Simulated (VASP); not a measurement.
# ZnO (zincite) (P6_3mc) in VASP: notebook

The runs below take ZnO (zincite) through single point, relaxation of cell and atoms, with PBE0, PBE, LDA.

All numbers are computed with VASP 6.6.1; they aren't measurements. Logs are shortened: lines on timing, memory, paths and dates and some standing lists are left out, and cuts for length are marked.

**The experiment to reproduce.**

“Electronic structure of alkaline earth and post-transition metal oxides”, 2009, arxiv:0908.1581 quotes, for a bulk crystal of ZnO: band gap 3.37 eV.

The results are compared with them further down.

## Step 1: The structure

The structure is hexagonal, space group P6_3mc (No. 186). Conventional cell: a = 3.249 Å, b = 3.249 Å, c = 5.206 Å, α = 90.00°, β = 90.00°, γ = 120.00°. Zn (site symmetry 3m) has 4 O at 1.97 to 1.98 Å as nearest neighbours. Around O (site symmetry 3m) lie 4 Zn at 1.97 to 1.98 Å.

## Step 2: Single point, PBE0

Input file POSCAR:

```
ZnO
1.0
    3.2493080000      0.0000000000      0.0000000000
   -1.6246540000      2.8139832727      0.0000000000
    0.0000000000      0.0000000000      5.2057090000
Zn O
2 2
Direct
    0.6666666667      0.3333333333      0.0000000000
    0.3333333333      0.6666666667      0.5000000000
    0.3333333333      0.6666666667      0.8790100000
    0.6666666667      0.3333333333      0.3790100000
```

Input file INCAR.step1:

```
SYSTEM = ZnO
PREC = Accurate ; ENCUT = 520
EDIFF = 1E-5 ; ISMEAR = 0
SIGMA = 0.01 ; LREAL = .FALSE.
LASPH = .TRUE. ; NELM = 100
ALGO = Normal ; ISIF = 2
LWAVE = .TRUE. ; LCHARG = .FALSE.
NBANDS = 26 ; NKRED = 1
GGA = PE
```

Input file INCAR.step2:

```
SYSTEM = ZnO
PREC = Accurate ; ENCUT = 520
EDIFF = 1E-6 ; ISMEAR = 0
SIGMA = 0.01 ; LREAL = .FALSE.
LASPH = .TRUE. ; NELM = 100
ALGO = Normal ; ISIF = 2
LWAVE = .FALSE. ; LCHARG = .FALSE.
GGA = PE ; LHFCALC = .TRUE.
AEXX = 0.25 ; PRECFOCK = Fast
NBANDS = 26 ; NKRED = 1
ISTART = 1
```

Input file KPOINTS:

```
Automatic mesh
0
G
  4 4 3
  0 0 0
```

Potentials or basis: VASP PAW PBE potentials, release 64 (Zn, O).

Started as:

```console
cat potpaw_PBE.64/Zn/POTCAR potpaw_PBE.64/O/POTCAR > POTCAR
cp INCAR.step1 INCAR
mpirun -np 1 vasp_std > vasp.out
cp INCAR.step2 INCAR
mpirun -np 1 vasp_std > vasp.out
```

OUTCAR:

```text
SYSTEM = ZnO
   PREC = Accurate
   ENCUT = 520
   EDIFF = 1E-6
   ISMEAR = 0
   LREAL = .FALSE.
   LASPH = .TRUE.
   NELM = 100
   ISIF = 2
   GGA = PE
   LHFCALC = .TRUE.
   AEXX = 0.25
   PRECFOCK = Fast
   NKRED = 1
   ISTART = 1

 Found      8 irreducible k-points:

 Following reciprocal coordinates:
            Coordinates               Weight
  0.000000  0.000000  0.000000      1.000000
  0.250000 -0.000000  0.000000      6.000000
  0.500000 -0.000000  0.000000      3.000000
  0.250000  0.250000  0.000000      6.000000
  0.000000  0.000000  0.333333      2.000000
  0.250000 -0.000000  0.333333     12.000000
   k-points           NKPTS =      8   k-points in BZ     NKDIM =     48   number of bands    NBANDS=     26
   number of dos      NEDOS =    301   number of ions     NIONS =      4
   total plane-waves  NPLWV =  23040
   dimension x,y,z NGX =    24 NGY =   24 NGZ =   40
   dimension x,y,z NGXF=    48 NGYF=   48 NGZF=   80
   ions per type =               2   2
   NGX,Y,Z   is equivalent  to a cutoff of  12.28, 12.28, 12.77 a.u.
   NGXF,Y,Z  is equivalent  to a cutoff of  24.56, 24.56, 25.55 a.u.
 SYSTEM =  ZnO
   PREC   = accura    normal or accurate (medium, high low for compatibility)
   ISTART =      1    job   : 0-new  1-cont  2-samecut
   ICHARG =      0    charge: 1-file 2-atom 10-const
   ISPIN  =      1    spin polarized calculation?
   LNONCOLLINEAR =      F non collinear calculations
   LSORBIT =      F    spin-orbit coupling
   LASPH  =      T    aspherical Exc in radial PAW
   ENCUT  =  520.0 eV  38.22 Ry    6.18 a.u.   6.04  6.04  9.68*2*pi/ulx,y,z
   NELM   =    100;   NELMIN=  2; NELMDL=  0     # of ELM steps
   EDIFF  = 0.1E-05   stopping-criterion for ELM
   LREAL  =      F    real-space projection
   EDIFFG = 0.1E-04   stopping-criterion for IOM
   NSW    =      0    number of steps for IOM
   IBRION =     -1    ionic relax: 0-MD 1-quasi-New 2-CG
   NFREE  =      0    steps in history (QN), initial steepest desc. (CG)
   ISIF   =      2    stress and relaxation
   ISYM   =      3    0-nonsym 1-usesym 2-fastsym
   POTIM  = 0.5000    time-step for ionic-motion
   TEBEG  =    0.0;   TEEND  =   0.0 temperature during run
   PSTRESS=    0.0 pullay stress
   NELECT =      36.0000    total number of electrons
   NUPDOWN=      -1.0000    fix difference up-down
   EMIN   =  10.00;   EMAX   =-10.00  energy-range for DOS
   EFERMI =   0.00;   METHOD = LEGACY
   ISMEAR =     0;   SIGMA  =   0.01  broadening in eV -4-tet -1-fermi 0-gaus
   EFERMI_NEDOS =   21; number of points for ismear=-14 and -15
   IALGO  =     38    algorithm
   IMIX   =      1    mixing-type and parameters
     AMIX     =   0.40;   BMIX     =  1.00
     AMIX_MAG =   1.60;   BMIX_MAG =  1.00
  volume/ion in A,a.u.               =      11.90        80.30
  Fermi-wavevector in a.u.,A,eV,Ry     =   1.491574  2.818667 30.270160  2.224794
  Thomas-Fermi vector in A             =   2.604212
   LORBIT       =      0    0 simple, 1 ext, 2 COOP (PROOUT), +10 PAW based schemes
   GGA     = PE    functional components
   LHFCALC =     T    Hartree Fock is set to
   PRECFOCK=fast      Normal, Fast or Accurate (Low or Medium for compatibility)
   ENCUT4O =  -1.0   cutoff for four orbital integrals eV
   NKREDX  =     1    reduce k-point grid by
   NKREDY  =     1    reduce k-point grid by
   NKREDZ  =     1    reduce k-point grid by
   AEXX    =    0.2500 exact exchange contribution
   HFSCREEN=    0.0000 screening length (either q_TF or 0.3 A-1)
   HFSCREENC=   0.0000 screening length for correlation (either q_TF or 0.3 A-1)
   ENCUTFOCK=  -1.0 apply spherical cutoff to Coloumb kernel
   IVDW    =     0    specifies the selected vdW correction
   LEPSILON=     F    determine dielectric tensor
   LRPA    =     F    only Hartree local field effects (RPA)
 non-spin polarized calculation
 Gauss-broadening in eV      SIGMA  =   0.01
  energy-cutoff  :      520.00
  volume of cell :       47.60
 maximum number of plane-waves:      1291
  NGX = 14; NGY = 14; NGZ = 24

 number of electron      36.0000017 magnetization

 Free energy of the ion-electron system (eV)
  ---------------------------------------------------
  ext. energy  EPLUGINS =         0.00000000
  ---------------------------------------------------
  free energy    TOTEN  =       -23.89908240 eV

  energy without entropy =      -23.89908240  energy(sigma->0) =      -23.89908240

 E-fermi :  -0.4099     XC(G=0):  -8.5339

 val. band max:       -0.4714357948   @ k =   0.0000   0.0000   0.0000
 cond. band min:       2.7646158957   @ k =   0.0000   0.0000   0.0000
 fundamental gap:      3.2360516906
 Fermi energy:        -0.4099219309

 k-point     1 :       0.0000    0.0000    0.0000
  band No.  band energies     occupation
      1     -19.9662      2.00000
      2     -19.2076      2.00000
      3      -7.1123      2.00000
      4      -7.1123      2.00000
      5      -7.0817      2.00000
      6      -6.9123      2.00000
[... 18 lines left out ...]
     25      16.7152      0.00000
     26      16.7152      0.00000

 k-point     2 :       0.2500   -0.0000    0.0000
  band No.  band energies     occupation
      1     -19.6521      2.00000
      2     -19.0868      2.00000
      3      -7.2307      2.00000
      4      -6.9677      2.00000
      5      -6.9600      2.00000
      6      -6.7911      2.00000
[... 18 lines left out ...]
     25      15.8723      0.00000
     26      16.7614      0.00000

 k-point     3 :       0.5000   -0.0000    0.0000
  band No.  band energies     occupation
      1     -19.2577      2.00000
      2     -19.0255      2.00000
      3      -7.1999      2.00000
      4      -6.8660      2.00000
      5      -6.7877      2.00000
      6      -6.4690      2.00000
[... 18 lines left out ...]
     25      15.5882      0.00000
     26      16.9577      0.00000

 k-point     4 :       0.2500    0.2500    0.0000
  band No.  band energies     occupation
      1     -19.2684      2.00000
      2     -19.0198      2.00000
      3      -7.0978      2.00000
      4      -6.8723      2.00000
      5      -6.6343      2.00000
      6      -6.6242      2.00000
[... 18 lines left out ...]
     25      13.9867      0.00000
     26      16.9170      0.00000

 k-point     5 :       0.0000    0.0000    0.3333
  band No.  band energies     occupation
      1     -19.7834      2.00000
      2     -19.4039      2.00000
      3      -7.1627      2.00000
      4      -7.0819      2.00000
      5      -7.0819      2.00000
      6      -7.0134      2.00000
[... 18 lines left out ...]
     25      16.0032      0.00000
     26      16.0032      0.00000

 k-point     6 :       0.2500   -0.0000    0.3333
  band No.  band energies     occupation
      1     -19.5106      2.00000
      2     -19.2275      2.00000
      3      -7.2775      2.00000
      4      -7.1315      2.00000
      5      -6.8993      2.00000
      6      -6.8535      2.00000
[... 18 lines left out ...]
     25      15.9007      0.00000
     26      16.3229      0.00000

 [... further k-points ...]
[... 5 lines left out ...]
  --------------------------------------------------------------------------------------
  -------------------------------------------------------------------------------------
  Total        0.2877315      0.2877315      0.6665476      0.0000000      0.0000000     -0.0000000
  in kB        9.6851350      9.6851350     22.4362096      0.0000000      0.0000000     -0.0000000
  external PRESSURE =      13.9354932 kB  Pullay stress =       0.0000000 kB

 VOLUME and BASIS-vectors are now :
 -----------------------------------------------------------------------------
  energy-cutoff  :      520.00
  volume of cell :       47.60
      direct lattice vectors                 reciprocal lattice vectors
     3.249308000  0.000000000  0.000000000     0.307757836  0.177684070  0.000000000
    -1.624654000  2.813983273  0.000000000     0.000000000  0.355368139  0.000000000
     0.000000000  0.000000000  5.205709000     0.000000000  0.000000000  0.192096792

 POSITION                                       TOTAL-FORCE (eV/Angst)
 -----------------------------------------------------------------------------------
      1.62465      0.93799      0.00000         0.000000     -0.000000     -0.079062
     -0.00000      1.87599      2.60285        -0.000000      0.000000     -0.079062
     -0.00000      1.87599      4.57587         0.000000     -0.000000      0.079062
      1.62465      0.93799      1.97302        -0.000000      0.000000      0.079062
 -----------------------------------------------------------------------------------
    total drift:                                0.000000      0.000000     -0.000600

  FREE ENERGIE OF THE ION-ELECTRON SYSTEM (eV)
  ---------------------------------------------------
  free  energy   TOTEN  =       -23.8990824028 eV

  energy  without entropy=      -23.8990824028  energy(sigma->0) =      -23.89908240
```

Wall time 8.7 min (1 thread of Intel Xeon Platinum 8375C at 2.90GHz (Ice Lake), shared host); peak memory 0.16 GiB.

These settings aren't checked as converged: the numbers below hold their error.

Results:

* Free energy: -23.8991 eV
* Pressure: 1.4 GPa
* Largest force: 0.079 eV/Å
* Band gap on the k mesh: 3.24 eV, direct

Caveat: the k mesh is coarse (spacing up to 0.56 Å⁻¹), so the values aren't converged, least of all with exact exchange; the PAW data sets were made with another functional, which shifts forces and pressure a little.

## Step 3: Single point, PBE

Input file INCAR:

```
SYSTEM = ZnO
  ALGO = Normal
  EDIFF = 1E-6
  ENCUT = 520
  GGA = PE
  ISIF = 2
  ISMEAR = 0
  LASPH = .TRUE.
  LCHARG = .FALSE.
  LREAL = .FALSE.
  LWAVE = .FALSE.
  NELM = 100
  PREC = Accurate
  SIGMA = 0.011
```

Input file KPOINTS:

```
k-points
0
G
  9 9 5
  0 0 0
```

POSCAR is that of step 2.

Potentials or basis: VASP PAW PBE potentials, release 64 (Zn, O).

Started as:

```console
cat potpaw_PBE.64/Zn/POTCAR potpaw_PBE.64/O/POTCAR > POTCAR
mpirun -np 1 vasp_std > vasp.out
```

OUTCAR:

```text
SYSTEM = ZnO
   EDIFF = 1E-6
   ENCUT = 520
   GGA = PE
   ISIF = 2
   ISMEAR = 0
   LASPH = .TRUE.
   LREAL = .FALSE.
   NELM = 100
   PREC = Accurate

 ion  position               nearest neighbor table
   1  0.667  0.333  0.000-   4 1.97   3 1.98   3 1.98   3 1.98
   2  0.333  0.667  0.500-   3 1.97   4 1.98   4 1.98   4 1.98
   3  0.333  0.667  0.879-   2 1.97   1 1.98   1 1.98   1 1.98
   4  0.667  0.333  0.379-   1 1.97   2 1.98   2 1.98   2 1.98

  LATTYP: Found a hexagonal cell.
 ALAT       =     3.2493080000
 C/A-ratio  =     1.6020977390

  Lattice vectors:

 A1 = (   3.2493080000,   0.0000000000,   0.0000000000)
 A2 = (  -1.6246540000,   2.8139832727,   0.0000000000)
 A3 = (   0.0000000000,   0.0000000000,   5.2057090000)

Analysis of symmetry for initial positions (statically):
=====================================================================
 Subroutine PRICEL returns:
 Original cell was already a primitive cell.

 Routine SETGRP: Setting up the symmetry group for a
 hexagonal supercell.

 Subroutine GETGRP returns: Found 12 space group operations
 (whereof  6 operations were pure point group operations)
 out of a pool of 24 trial point group operations.

The static configuration has the point symmetry C_3v.
 The point group associated with its full space group is C_6v.

Analysis of symmetry for dynamics (positions and initial velocities):
=====================================================================
 Subroutine PRICEL returns:
 Original cell was already a primitive cell.

 Routine SETGRP: Setting up the symmetry group for a
 hexagonal supercell.

 Subroutine GETGRP returns: Found 12 space group operations
 (whereof  6 operations were pure point group operations)
 out of a pool of 24 trial point group operations.

The dynamic configuration has the point symmetry C_3v.
 The point group associated with its full space group is C_6v.

[... 114 lines left out ...]
   NUPDOWN=      -1.0000    fix difference up-down
   EMIN   =  10.00;   EMAX   =-10.00  energy-range for DOS
   EFERMI =   0.00;   METHOD = LEGACY
   ISMEAR =     0;   SIGMA  =   0.01  broadening in eV -4-tet -1-fermi 0-gaus
   EFERMI_NEDOS =   21; number of points for ismear=-14 and -15
   IALGO  =     38    algorithm
   IMIX   =      4    mixing-type and parameters
     AMIX     =   0.40;   BMIX     =  1.00
     AMIX_MAG =   1.60;   BMIX_MAG =  1.00
  volume/ion in A,a.u.               =      11.90        80.30
  Fermi-wavevector in a.u.,A,eV,Ry     =   1.491574  2.818667 30.270160  2.224794
  Thomas-Fermi vector in A             =   2.604212
   LORBIT       =      0    0 simple, 1 ext, 2 COOP (PROOUT), +10 PAW based schemes
   GGA     = PE    functional components
   LHFCALC =     F    Hartree Fock is set to
   AEXX    =    0.0000 exact exchange contribution
   IVDW    =     0    specifies the selected vdW correction
   LEPSILON=     F    determine dielectric tensor
   LRPA    =     F    only Hartree local field effects (RPA)
 non-spin polarized calculation
 Gauss-broadening in eV      SIGMA  =   0.01
  energy-cutoff  :      520.00
  volume of cell :       47.60
 maximum number of plane-waves:      1308
   NGX = 13   NGY = 13   NGZ = 19

 number of electron      36.0000017 magnetization

 Free energy of the ion-electron system (eV)
  ---------------------------------------------------
  ext. energy  EPLUGINS =         0.00000000
  ---------------------------------------------------
  free energy    TOTEN  =       -17.82215522 eV

  energy without entropy =      -17.82215522  energy(sigma->0) =      -17.82215522

 E-fermi :   1.3225     XC(G=0): -10.9115

 val. band max:        1.2009206530   @ k =   0.0000   0.0000   0.0000
 cond. band min:       1.9908058795   @ k =   0.0000   0.0000   0.0000
 fundamental gap:      0.7898852265
 Fermi energy:         1.3225317131

 k-point     1 :       0.0000    0.0000    0.0000
  band No.  band energies     occupation
      1     -16.8875      2.00000
      2     -16.1562      2.00000
      3      -4.4872      2.00000
      4      -4.4872      2.00000
      5      -4.4477      2.00000
      6      -4.4262      2.00000
[... 589 lines left out ...]
     21       8.9734      0.00000
     22       9.3232      0.00000

 [... further k-points ...]
[... 5 lines left out ...]
  --------------------------------------------------------------------------------------
  -------------------------------------------------------------------------------------
  Total        1.6157578      1.6157578      2.1387992      0.0000000      0.0000000      0.0000000
  in kB       54.3869309     54.3869309     71.9926775      0.0000000      0.0000000      0.0000000
  external PRESSURE =      60.2555131 kB  Pullay stress =       0.0000000 kB

 VOLUME and BASIS-vectors are now :
 -----------------------------------------------------------------------------
  energy-cutoff  :      520.00
  volume of cell :       47.60
      direct lattice vectors                 reciprocal lattice vectors
     3.249308000  0.000000000  0.000000000     0.307757836  0.177684070  0.000000000
    -1.624654000  2.813983273  0.000000000     0.000000000  0.355368139  0.000000000
     0.000000000  0.000000000  5.205709000     0.000000000  0.000000000  0.192096792

 POSITION                                       TOTAL-FORCE (eV/Angst)
 -----------------------------------------------------------------------------------
      1.62465      0.93799      0.00000         0.000000     -0.000000     -0.074088
     -0.00000      1.87599      2.60285        -0.000000      0.000000     -0.074088
     -0.00000      1.87599      4.57587         0.000000      0.000000      0.074088
      1.62465      0.93799      1.97302         0.000000     -0.000000      0.074088
 -----------------------------------------------------------------------------------
    total drift:                               -0.000000     -0.000000     -0.000271

  FREE ENERGIE OF THE ION-ELECTRON SYSTEM (eV)
  ---------------------------------------------------
  free  energy   TOTEN  =       -17.8221552181 eV

  energy  without entropy=      -17.8221552181  energy(sigma->0) =      -17.82215522
```

It took 14 s on 1 thread of Intel Xeon 6975P-C (Granite Rapids), shared host; peak memory 0.17 GiB.

What came out:

```
Free energy            : -17.8222 eV
Pressure               : 6.0 GPa
Largest force          : 0.074 eV/Å
Band gap on the k mesh : 0.79 eV, direct
```

Forces in eV/Å, atoms in the order of the input:
```
Zn   0.000  0.000 -0.074
Zn   0.000  0.000 -0.074
O    0.000  0.000  0.074
O    0.000  0.000  0.074
```

(Part 1 of 2 ends here.)
